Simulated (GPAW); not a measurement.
The system is SrO.

```
CELL_PARAMETERS angstrom
0.00000 2.56630 2.56630
2.56630 0.00000 2.56630
2.56630 2.56630 0.00000
ATOMIC_POSITIONS crystal
Sr 0.50000 0.50000 0.50000
O 0.00000 0.00000 0.00000
```

Program: GPAW 26.7.0. Alike in all runs: task band structure; no spin polarisation; cell as given; k mesh 9 × 9 × 9; cutoff (eV) 800; smearing fermi-dirac 0.05 eV.

Q: Order these runs on this cell by their band gap on the k mesh, lowest first.
A. level BLYP; potentials or basis PAW data sets generated in the run's folder for this functional, pw; eigensolver davidson
B. level r2SCAN; potentials or basis GPAW PAW data sets (gpaw-data 1.2.1), pw
C. level PBEsol; potentials or basis PAW data sets generated in the run's folder for this functional, pw

A: C (3.31 eV), A (3.55 eV), B (3.89 eV).

A k mesh can miss the band edges.

Runs at the PBE level aren't shown here.
